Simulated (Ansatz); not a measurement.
## Si: single point with PBE

The system is Si.

```
CELL_PARAMETERS angstrom
-1.62691 1.62691 1.32033
1.62691 -1.62691 1.32033
1.62691 1.62691 -1.32033
ATOMIC_POSITIONS crystal
Si 0.00000 0.00000 0.00000
```

This isn't the form of Si at room conditions, which is diamond.

```yaml
Program: Ansatz 0.2.0
Task: single point
Functional: PBE
Potentials_or_basis: Ansatz PAW
Cutoff: "420 eV (not typed: the program's choice for these potentials)"
k_mesh: 13 × 13 × 13
Occupations: gaussian, width 0.013 eV
Spin: no spin polarisation
```

```json
{
  "Pressure": "3.4 GPa",
  "Band gap on the k mesh": "none (metal or under the smearing width)"
}
```

Stress tensor (GPa, compression positive):
```
4.91 0.00 0.00
0.00 4.91 0.00
0.00 0.00 0.33
```

Levels at points of the mesh, in eV from the Fermi level:
```tsv
k point	band 1	band 2	band 3	band 4	band 5	band 6
(0.00, 0.00, 0.00)	-14.73	9.58	10.19	10.19	13.00	13.97
```

Run time: 0.8 s on 2 threads of Arm Neoverse V2 (shared host), peak memory 0.26 GiB.
